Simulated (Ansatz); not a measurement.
# How far PBE and r2SCAN part for InN, uniaxial stress, 2 GPa compression along z

Base system: InN in the zinc blende structure (space group F-43m, No. 216; a = 5.0494 Å). Axes: x, y, z lie along the cube axes.

(Cell as relaxed with PBE.)

Levels (all Ansatz, an electronic-structure program, PAW, earlier PAW set): PBE (420 eV, no SOC); r2SCAN (500 eV, spin-orbit coupling left out).

Each level relaxes its own structure.

```
base                        PBE      r2SCAN
-------------------  ----------  ----------
volume per atom        16.09 Å³    15.62 Å³
lattice parameter a  9.542 bohr  9.448 bohr
band gap                   zero        zero
```

The change: uniaxial stress, 2 GPa compression along z; all other stress components relax to zero.

```tsv
quantity	PBE	r2SCAN
energy relative to the base (free energy F)	+3.0 meV/atom	(withheld)
volume per atom	15.99 Å³	(withheld)
```

Question: Predict the r2SCAN column.

Answer: 
- energy relative to the base (free energy F), r2SCAN: +2.8 meV/atom
- volume per atom, r2SCAN: 15.54 Å³

PBE's volume per atom lies 0.45 Å³ above r2SCAN's (2.9 %). Neither level is exact; r2SCAN is the comparison here, not a measurement.

Load acts through the strain it causes; cell and atoms are relaxed under it. Stability under load was not tested beyond the relaxation. The final runs are not spin-polarised. Gaps under 0.05 eV, about the width of the smearing, are given as zero. This is not the structure that InN has at room temperature and ambient pressure. A zero or small gap of InN can be the functional's error rather than a property of the material.
